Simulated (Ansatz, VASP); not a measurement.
**BN in VASP and in Ansatz**

INCAR

```
SYSTEM = BN
PREC = Accurate
ENCUT = 520
EDIFF = 1E-7
ISMEAR = 0
SIGMA = 0.01
LREAL = .False.
LASPH = .True.
NELM = 60
ALGO = Normal
ISIF = 2
LWAVE = .False.
LCHARG = .False.
GGA = PE
NBANDS = 11
```

Contents of KPOINTS:

```
regular mesh
0
Gamma
  8 8 8
  0 0 0
```

The input POSCAR:

```
BN
1.0
    0.0000000000      1.8048254497      1.8048254497
    1.8048254497      0.0000000000      1.8048254497
    1.8048254497      1.8048254497      0.0000000000
B N
1 1
Direct
    0.0000000000      0.0000000000      0.0000000000
    0.2500000000      0.2500000000      0.2500000000
```

Input for Ansatz:

```yaml
crystal:
  lattice:
    - [0.0, 1.8048254497, 1.8048254497]
    - [1.8048254497, 0.0, 1.8048254497]
    - [1.8048254497, 1.8048254497, 0.0]
  atoms:
    - { symbol: B, position: [0.0, 0.0, 0.0] }
    - { symbol: "N", position: [0.25, 0.25, 0.25] }
kpoints:
  mp_grid: { grid: [8, 8, 8] }
hamiltonian:
  xc: pbe
scf:
  occupations: { method: fixed }
output:
  optics:
    e_range: [2, 6]
    de: 0.05
    sigma: 0.05
    scissors: 2.5
    scheme: fermi_dirac
    bands: auto
```

Alike in both runs: task single point; functional PBE; k mesh 8 × 8 × 8; no spin polarisation.

```csv
,VASP,Ansatz
version,VASP 6.6.1,Ansatz 0.2.0
potentials or method,"VASP PAW PBE potentials, release 64 (B, N)","plane waves, PAW"
plane-wave cutoff (eV),520,420
occupations,"gaussian, width 0.01 eV",fixed
valence electrons in the cell,8,8
```

VASP gave:

```
gap on the k mesh at the Fermi level (eV) : 4.46
```

**Question.** Estimate Ansatz's values.

**Answer.** gap on the k mesh at the Fermi level (eV): 4.48.

A k mesh can miss the band edges.
